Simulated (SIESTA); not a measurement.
As under changes of volume

One of the cells (20.159 Å³/atom); the others are scaled copies at fixed shape and fractional positions:

```xyz
1
Lattice="2.7216 0.0000 0.0000 0.0000 2.7216 0.0000 0.0000 0.0000 2.7216" Properties=species:S:1:pos:R:3 pbc="T T T"
As    1.3608    1.3608    1.3608
```

This isn't the form of As at room conditions, which is rhombohedral.

```yaml
Program: SIESTA 5.4.2
Functional: PBEsol
Potentials_or_basis: PseudoDojo 0.4 standard (PBEsol files)
Basis: DZP (energy shift 0.003 Ry; two zetas on semicore shells)
Grid_cutoff: 500 Ry
Energy_shift: 0.003 Ry
k_mesh: 10 × 10 × 10
Occupations: fermi-dirac, width 0.05 eV
Spin: no spin polarisation
```

```csv
volume (Å³/atom),energy over the lowest point (meV/atom),pressure (GPa)
18.578,?,?
18.973,14.57,5.0
19.368,6.21,3.0
20.159,0.00,-0.5
20.554,2.91,-1.9
20.949,9.31,-3.2
```

Problem. What does the run at 18.578 Å³/atom give?

Solution. Energy over the lowest point 29.89 meV/atom; pressure 7.4 GPa.

Worked out: A Birch-Murnaghan fit of order 3 (a polynomial in V^(-2/3)) to the other rows has its minimum at 20.08 Å³/atom with B0 = V·E''(V) = 79 GPa (rough, since the energies scatter). It gives 26.32 meV/atom at 18.578 Å³/atom, against the run's 29.89, and -dE/dV = 5.4 GPa, against 7.4.

Energies are extrapolated to zero smearing.

Caveats: the basis of atomic orbitals isn't converged, which shifts pressures, moduli and gaps.
